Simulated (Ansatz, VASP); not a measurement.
# In2GaAsP2: VASP beside Ansatz, part 2 of 2

Aim: how closely do two programs agree when they are given the same cell, functional and k mesh? The cell is taken from a series of runs on this material, whose earlier steps may have relaxed, scaled, displaced or heated it; both programs get it as it stands.

VASP 6.6.1 and Ansatz 0.2.0.

So far. Step 2 (VASP: single point, PBEsol, pair 1): The run ends at a pressure of -0.04 GPa, with forces up to 0.021 eV/Å.

## 5. VASP: single point, PBEsol, pair 2

Level of this step: PBEsol; plane waves and PAW (In_d, P, Ga_d, As) (VASP).

A single point gives forces, pressure and levels at one fixed geometry, so differences don't come from the geometry; what else differs is listed under the comparison.

INCAR reads:

```
SYSTEM = InGa2As2P
PREC = Accurate
ENCUT = 400
EDIFF = 1E-06
NELM = 120
ISMEAR = -1
SIGMA = 0.02
LREAL = .FALSE.
ALGO = Normal
GGA = PS
NBANDS = 66
LORBIT = 11
LWAVE = .FALSE.
LCHARG = .FALSE.
ISIF = 2
LASPH = .TRUE.
GGA_COMPAT = .FALSE.
EFERMI = MIDGAP
KPAR = 2
```

POSCAR reads:

```
InGa2As2P
1.0
    4.0538311989      0.0000000000      0.0000000000
    0.0000000000      4.0469425135      0.0000000000
    0.0000000000      0.0000000000     17.2224778449
In P Ga As
2 2 4 4
Direct
    0.0000000000      0.0000000000      0.0484325628
    0.5000000000      0.5000000000      0.2238114049
    0.5000000000      0.0000000000      0.1359450208
    0.0000000000      0.5000000000      0.3121398868
    0.0000000000      0.0000000000      0.3867918789
    0.5000000000      0.5000000000      0.5489188677
    0.0000000000      0.0000000000      0.7112555819
    0.5000000000      0.5000000000      0.8737366578
    0.5000000000      0.0000000000      0.4678000938
    0.0000000000      0.5000000000      0.6299707883
    0.5000000000      0.0000000000      0.7923020257
    0.0000000000      0.5000000000      0.9539022846
```

KPOINTS reads:

```
Automatic mesh
0
Gamma
6 6 2
0 0 0
```

Potentials, in the order of the species: In_d, P, Ga_d and As (PBE family, release 64).

The run is started by

```console
$ mpirun -np 2 vasp_std
```

Numbers of over 12 decimals in the logs are rounded to 6 here.

What it wrote:

```text
[banner, memory and clock lines left out]
running    2 mpi-ranks, on    1 nodes
[...]
[... a notice as in an earlier step ...]

 LDA part: xc-table for (Slater+PW92), standard interpolation
 POSCAR, INCAR and KPOINTS ok, starting setup
[...]
entering main loop
       N       E                     dE             d eps       ncg     rms          rms(c)
DAV:   1     0.100121778108E+04    0.10012E+04   -0.40569E+04  4434   0.187E+03
DAV:   2     0.130612756697E+03   -0.87061E+03   -0.84104E+03  4480   0.542E+02
DAV:   3    -0.420908772784E+02   -0.17270E+03   -0.16602E+03  4870   0.201E+02
DAV:   4    -0.555646972989E+02   -0.13474E+02   -0.13279E+02  5218   0.545E+01
[...]
DAV:  13    -0.545683164111E+02    0.17380E-05   -0.14431E-04  5632   0.188E-01    0.177E-02
DAV:  14    -0.545683205458E+02   -0.41347E-05   -0.47992E-05  5906   0.493E-02    0.475E-03
DAV:  15    -0.545683209206E+02   -0.37479E-06   -0.39690E-06  4154   0.238E-02
   1 F= -.54568321E+02 E0= -.54568319E+02  d E =-.334758E-05
```

OUTCAR, selected parts (step 5):

```text
  Total       -0.0912057     -0.2071416     -0.1691392      0.0000000      0.0000000      0.0000000
  in kB       -0.5171832     -1.1745988     -0.9591056      0.0000000      0.0000000      0.0000000
  external PRESSURE =      -0.8836292 kB  Pullay stress =       0.0000000 kB

 POSITION                                       TOTAL-FORCE (eV/Angst)
 -----------------------------------------------------------------------------------
      0.00000      0.00000      0.83413         0.000000      0.000000      0.009918
      2.02692      2.02347      3.85459         0.000000      0.000000     -0.004549
      2.02692      0.00000      2.34131         0.000000      0.000000      0.007767
      0.00000      2.02347      5.37582         0.000000      0.000000      0.009219
      0.00000      0.00000      6.66151         0.000000      0.000000     -0.021553
      2.02692      2.02347      9.45374         0.000000      0.000000     -0.005626
      0.00000      0.00000     12.24958         0.000000      0.000000     -0.004710
      2.02692      2.02347     15.04791         0.000000      0.000000     -0.011099
      2.02692      0.00000      8.05668         0.000000      0.000000      0.005433
      0.00000      2.02347     10.84966         0.000000      0.000000      0.006133
      2.02692      0.00000     13.64540         0.000000      0.000000      0.004540
      0.00000      2.02347     16.42856         0.000000      0.000000      0.004526
 -----------------------------------------------------------------------------------
    total drift:                                0.000000      0.000000      0.000892

  FREE ENERGIE OF THE ION-ELECTRON SYSTEM (eV)
  ---------------------------------------------------
  free  energy   TOTEN  =       -54.5683209206 eV

  energy  without entropy=      -54.5683175730  energy(sigma->0) =      -54.56831925

[... 1 part as in an earlier step ...]

[... 2 further parts left out ...]
[key lines of the parts left out:]
E-fermi :   4.5012
```

The run ends at a pressure of -0.09 GPa, with forces up to 0.022 eV/Å.

## 6. Ansatz: single point, PBEsol, pair 2

The same cell, functional, mesh and smearing now go to Ansatz, which takes its cutoff from its data sets.

The cell is taken from a series of runs on this material, whose earlier steps may have relaxed, scaled, displaced or heated it; both programs get it as it stands.

input.yaml reads:

```yaml
crystal:
  lattice:
    - [4.0538311989, 0.0, 0.0]
    - [0.0, 4.0469425135, 0.0]
    - [0.0, 0.0, 17.2224778449]
  atoms:
    - { symbol: In, position: [0.0, 0.0, 0.0484325628] }
    - { symbol: P, position: [0.5, 0.0, 0.1359450208] }
    - { symbol: In, position: [0.5, 0.5, 0.2238114049] }
    - { symbol: P, position: [0.0, 0.5, 0.3121398868] }
    - { symbol: Ga, position: [0.0, 0.0, 0.3867918789] }
    - { symbol: As, position: [0.5, 0.0, 0.4678000938] }
    - { symbol: Ga, position: [0.5, 0.5, 0.5489188677] }
    - { symbol: As, position: [0.0, 0.5, 0.6299707883] }
    - { symbol: Ga, position: [0.0, 0.0, 0.7112555819] }
    - { symbol: As, position: [0.5, 0.0, 0.7923020257] }
    - { symbol: Ga, position: [0.5, 0.5, 0.8737366578] }
    - { symbol: As, position: [0.0, 0.5, 0.9539022846] }
kpoints:
  mp_grid: { grid: [6, 6, 2] }
  band_path:
    path:
      - [[0.0, 0.0, 0.0], [0.5, 0.0, 0.0], [0.5, 0.5, 0.0], [0.0, 0.5, 0.0], [0.0, 0.0, 0.0], [0.0, 0.0, 0.5], [0.5, 0.0, 0.5], [0.5, 0.5, 0.5], [0.0, 0.5, 0.5], [0.0, 0.0, 0.5]]
      - [[0.5, 0.0, 0.0], [0.5, 0.0, 0.5]]
      - [[0.0, 0.5, 0.0], [0.0, 0.5, 0.5]]
      - [[0.5, 0.5, 0.0], [0.5, 0.5, 0.5]]
    npoints: 10
hamiltonian:
  xc: pbesol
  pseudopotentials: { kind: paw, azcp: { folder: soft_1 }, xc_functional: pbe }
scf:
  occupations: { method: fermi_dirac, width: 0.02 }
  n_extra_bands: 8
output:
  eigenvalues: true
  write_density: true
  write_potential: true
  elf: true
  volumetric_format: npy
```

The run is started by

```console
$ ansatz run input.yaml --threads 3 --pin off --max-ram 92160MiB --backend cuda --events-out ev --progress --plain --runs-dir out --devices 1 --max-vram 13GiB
```

What it wrote:

```text
[...]
GPUs: using 1 of 1 available (devices: 1).
[...]
GPU FFT provider: cuFFT
GPU libraries: cuBLAS 13.8.2, cuFFT 12.4.0, cuSOLVER 12.3.4
Crystal: 12 atoms, lattice volume = 282.545 Å³
Basis set: ecut = 420 eV, 5545 PW (Γ)
Bands: 82, of which v1, the nominal top of the filled ones, is band 74 counted from 1 (73 counted from 0)
Symmetry: 4 space group operations
[...]
k-points: 32 of 72
[...]
--- Band table (eV; the first three rows and the last of 32) ---
  k-point 0: bands = [... 70 lower, 6.6470, 7.3925, 7.4446, 7.5437, 7.8595, 8.7668, 8.9162, 9.0935, ... 4 higher]
  k-point 1: bands = [... 70 lower, 6.9856, 7.0448, 7.2190, 7.3959, 8.6637, 8.8322, 8.9771, 9.0629, ... 4 higher]
  k-point 2: bands = [... 70 lower, 6.5921, 6.6348, 6.8938, 7.3310, 9.1020, 9.1738, 9.4338, 9.5117, ... 4 higher]
  k-point 31: bands = [... 70 lower, 4.7083, 4.7404, 4.7487, 4.7544, 9.2509, 9.3179, 9.4509, 9.5062, ... 4 higher]
[key lines of the parts left out:]
SCF converged after 11 iterations
Free energy (F): -46759.226997 eV
Fermi energy:    7.701923 eV
```

## 7. Side by side

What differs besides the data sets and the points named for the pairs above, as far as they apply: the data sets hold 148 valence electrons in Ansatz (on its PAW soft_1 files) and 108 in VASP. Total energies have different zeros and are not compared.

The two programs side by side:

| quantity | Ansatz | VASP | difference |
| --- | --- | --- | --- |
| gap on the k mesh (eV) | 0.316 | 0.321 | -0.005 |

A gap on the mesh is an upper bound, since the band edges may lie between its points.

## 8. Ansatz: single point, PBEsol, pair 3

A single point gives forces, pressure and levels at one fixed geometry, so differences don't come from the geometry; what else differs is listed under the comparison.

The cell is taken from a series of runs on this material, whose earlier steps may have relaxed, scaled, displaced or heated it; both programs get it as it stands.

input.yaml, the sections that differ from step 6:

```yaml
crystal:
  lattice:
    - [4.0297510915, 0.0, 0.0]
    - [0.0, 4.0230831466, 0.0]
    - [0.0, 0.0, 17.0896678541]
  atoms:
    - { symbol: In, position: [0.0, 0.0, 0.051311497] }
    - { symbol: P, position: [0.5, 0.0, 0.1408201969] }
    - { symbol: Ga, position: [0.5, 0.5, 0.2165492488] }
    - { symbol: As, position: [0.0, 0.5, 0.2986497971] }
    - { symbol: Ga, position: [0.0, 0.0, 0.3808264573] }
    - { symbol: As, position: [0.5, 0.0, 0.4629574688] }
    - { symbol: Ga, position: [0.5, 0.5, 0.5452768029] }
    - { symbol: As, position: [0.0, 0.5, 0.6273725276] }
    - { symbol: Ga, position: [0.0, 0.0, 0.7097326253] }
    - { symbol: As, position: [0.5, 0.0, 0.7918639746] }
    - { symbol: Ga, position: [0.5, 0.5, 0.8743633287] }
    - { symbol: As, position: [0.0, 0.5, 0.9555952554] }
# kpoints, hamiltonian, scf, output: as in step 6
```

What it wrote:

```text
[...]
GPUs: using 1 of 1 available (devices: 1).
[...]
GPU FFT provider: cuFFT
GPU libraries: cuBLAS 13.8.2, cuFFT 12.4.0, cuSOLVER 12.3.4
Crystal: 12 atoms, lattice volume = 277.058 Å³
Basis set: ecut = 420 eV, 5449 PW (Γ)
Bands: 87, of which v1, the nominal top of the filled ones, is band 79 counted from 1 (78 counted from 0)
Symmetry: 4 space group operations
[...]
k-points: 32 of 72
[...]
--- Band table (eV; the first three rows and the last of 32) ---
  k-point 0: bands = [... 75 lower, 6.8316, 7.5611, 7.6009, 7.6755, 8.0100, 8.9279, 9.0799, 9.1851, ... 4 higher]
  k-point 1: bands = [... 75 lower, 7.2101, 7.2281, 7.3330, 7.4763, 8.8552, 8.9430, 9.1503, 9.2449, ... 4 higher]
  k-point 2: bands = [... 75 lower, 6.7387, 6.7959, 6.9855, 7.4855, 9.2451, 9.3590, 9.5845, 9.6603, ... 4 higher]
  k-point 31: bands = [... 75 lower, 4.7960, 4.8060, 4.8239, 4.8485, 9.3403, 9.5285, 9.5599, 9.6445, ... 4 higher]
[key lines of the parts left out:]
SCF converged after 11 iterations
Free energy (F): -49050.188840 eV
Fermi energy:    7.843201 eV
```

## 9. VASP: single point, PBEsol, pair 3

The same cell, functional, mesh and smearing now go to VASP, with its own data sets.

INCAR, as its differences from that of step 5:

```diff
@@ -1,2 +1,2 @@
-SYSTEM = InGa2As2P
+SYSTEM = InGa5As5P
 PREC = Accurate
```

POSCAR reads:

```
InGa5As5P
1.0
    4.0297510915      0.0000000000      0.0000000000
    0.0000000000      4.0230831466      0.0000000000
    0.0000000000      0.0000000000     17.0896678541
In P Ga As
1 1 5 5
Direct
    0.0000000000      0.0000000000      0.0513114970
    0.5000000000      0.0000000000      0.1408201969
    0.5000000000      0.5000000000      0.2165492488
    0.0000000000      0.0000000000      0.3808264573
    0.5000000000      0.5000000000      0.5452768029
    0.0000000000      0.0000000000      0.7097326253
    0.5000000000      0.5000000000      0.8743633287
    0.0000000000      0.5000000000      0.2986497971
    0.5000000000      0.0000000000      0.4629574688
    0.0000000000      0.5000000000      0.6273725276
    0.5000000000      0.0000000000      0.7918639746
    0.0000000000      0.5000000000      0.9555952554
```

KPOINTS is that of step 5.

The run is started by

```console
$ mpirun -np 2 vasp_std
```

What it wrote:

```text
[... set-up lines as in an earlier step ...]
 entering main loop
       N       E                     dE             d eps       ncg     rms          rms(c)
DAV:   1     0.977653765455E+03    0.97765E+03   -0.40627E+04  4534   0.193E+03
DAV:   2     0.126881229239E+03   -0.85077E+03   -0.82091E+03  4480   0.559E+02
DAV:   3    -0.423328822592E+02   -0.16921E+03   -0.16169E+03  4894   0.190E+02
DAV:   4    -0.553519938243E+02   -0.13019E+02   -0.12844E+02  5204   0.523E+01
[...]
DAV:  13    -0.545217372744E+02   -0.10388E-04   -0.15836E-04  5292   0.965E-02    0.182E-02
DAV:  14    -0.545217362831E+02    0.99123E-06   -0.17473E-05  6492   0.693E-02    0.116E-02
DAV:  15    -0.545217355962E+02    0.68695E-06   -0.59665E-06  4246   0.600E-02
   1 F= -.54521736E+02 E0= -.54521735E+02  d E =-.212348E-05
```

Parts of OUTCAR (step 9):

```text
  Total       -0.1136560     -0.2371749     -0.1785604      0.0000000      0.0000000      0.0000000
  in kB       -0.6572525     -1.3715401     -1.0325828      0.0000000      0.0000000      0.0000000
  external PRESSURE =      -1.0204585 kB  Pullay stress =       0.0000000 kB

 POSITION                                       TOTAL-FORCE (eV/Angst)
 -----------------------------------------------------------------------------------
      0.00000      0.00000      0.87690         0.000000      0.000000      0.009184
      2.01488      0.00000      2.40657         0.000000      0.000000      0.013256
      2.01488      2.01154      3.70075         0.000000      0.000000     -0.023238
      0.00000      0.00000      6.50820         0.000000      0.000000     -0.003888
      2.01488      2.01154      9.31860         0.000000      0.000000     -0.003859
      0.00000      0.00000     12.12909         0.000000      0.000000     -0.003372
      2.01488      2.01154     14.94258         0.000000      0.000000     -0.010192
      0.00000      2.01154      5.10383         0.000000      0.000000      0.002796
      2.01488      0.00000      7.91179         0.000000      0.000000      0.005415
      0.00000      2.01154     10.72159         0.000000      0.000000      0.005090
      2.01488      0.00000     13.53269         0.000000      0.000000      0.006144
      0.00000      2.01154     16.33081         0.000000      0.000000      0.002666
 -----------------------------------------------------------------------------------
    total drift:                                0.000000      0.000000     -0.000003

  FREE ENERGIE OF THE ION-ELECTRON SYSTEM (eV)
  ---------------------------------------------------
  free  energy   TOTEN  =       -54.5217355962 eV

  energy  without entropy=      -54.5217334727  energy(sigma->0) =      -54.52173453

[... 1 part as in an earlier step ...]

[... 2 further parts left out ...]
[key lines of the parts left out:]
E-fermi :   4.2630
```

The run ends at a pressure of -0.10 GPa, with forces up to 0.023 eV/Å.

## 10. Differences

What differs besides the data sets and the points named for the pairs above, as far as they apply: the data sets hold 158 valence electrons in Ansatz (on its PAW soft_1 files) and 108 in VASP. Total energies have different zeros and are not compared.

Both answers:

| quantity | Ansatz | VASP | difference |
| --- | --- | --- | --- |
| gap on the k mesh (eV) | 0.335 | 0.342 | -0.007 |

A gap on the mesh is an upper bound, since the band edges may lie between its points.

## 11. Summary of results

```json
{
  "difference in gap on the k mesh (single point, PBEsol, pair 1)": "-0.0021 eV",
  "difference in gap on the k mesh (single point, PBEsol, pair 2)": "-0.0053 eV",
  "difference in gap on the k mesh (single point, PBEsol, pair 3)": "-0.0073 eV"
}
```

**Reading.** The difference in gap on the k mesh is -0.0073 eV (single point, PBEsol, pair 3), within the 0.08 eV picked in this series as the mark of a large difference. The data sets hold unlike numbers of valence electrons (128 in Ansatz and 108 in VASP, 148 in Ansatz and 108 in VASP and 158 in Ansatz and 108 in VASP), so part of the differences comes from the potentials. How closely two codes agree says nothing of how well the functional describes the real material.

[Lines on the potential files, build, host, timing and source positions are cut from VASP's logs without a mark.]

[Logs are printed without paths, hosts, clocks, repeated set-up lines and the standing remarks that a program may print on its own settings, such as how far it seeks lower states.]

[Hosts, paths, dates, database ids (printed as entryN), source tags and the programs' standing remarks are cut or masked in the printed files.]
